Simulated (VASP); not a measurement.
Write the native input for VASP 6.6.1 that does the following.

```
Task                   : single point
Functional             : PBE
Potentials or basis    : VASP PAW PBE potentials, release 64 (Te, Pb_d)
Cutoff                 : 520 eV
k mesh                 : 6 × 6 × 6
Occupations            : gaussian, width 0.1 eV
Spin                   : no spin polarisation
Dipole correction      : no
Further INCAR settings : ALGO = Fast; EDIFF = 1e-06; NBANDS = 17
```

The structure of TePb lies in POSCAR:

```
TePb
1.0
    3.6817904144      0.0000000000      0.0000000000
    0.0000000000      3.6817904144      0.0000000000
    0.0000000000      0.0000000000      3.6817904144
Te Pb
1 1
Direct
    0.5000000000      0.5000000000      0.5000000000
    0.0000000000      0.0000000000      0.0000000000
```

Measurements of this composition are mostly on another form, of space group No. 225.

The input as run:

INCAR

```
SYSTEM = TePb
PREC = Accurate
ENCUT = 520
EDIFF = 1E-6
ISMEAR = 0
SIGMA = 0.1
LREAL = .FALSE.
LASPH = .TRUE.
NELM = 80
ALGO = Fast
ISIF = 2
LWAVE = .FALSE.
LCHARG = .FALSE.
GGA = PE
NBANDS = 17
```

KPOINTS

```
regular mesh
0
G
  6 6 6
  0 0 0
```

Potentials or basis: VASP PAW PBE potentials, release 64 (Te, Pb_d).

Command:

```bash
$ cat potpaw_PBE.64/Te/POTCAR potpaw_PBE.64/Pb_d/POTCAR > POTCAR
$ mpirun -np 1 vasp_std > vasp.out
```

Results of the run:

- Pressure: 17.5 GPa
- Band gap on the k mesh: none (metal or under the smearing width)

Caveat: so large a pressure means that the cell lies far from this level's equilibrium, or that cutoff or potentials fall short.

Wall time 11 s on 1 thread of Intel(R) Xeon(R) Platinum 8488C (Sapphire Rapids), with other jobs on the host, peak memory 0.16 GiB.
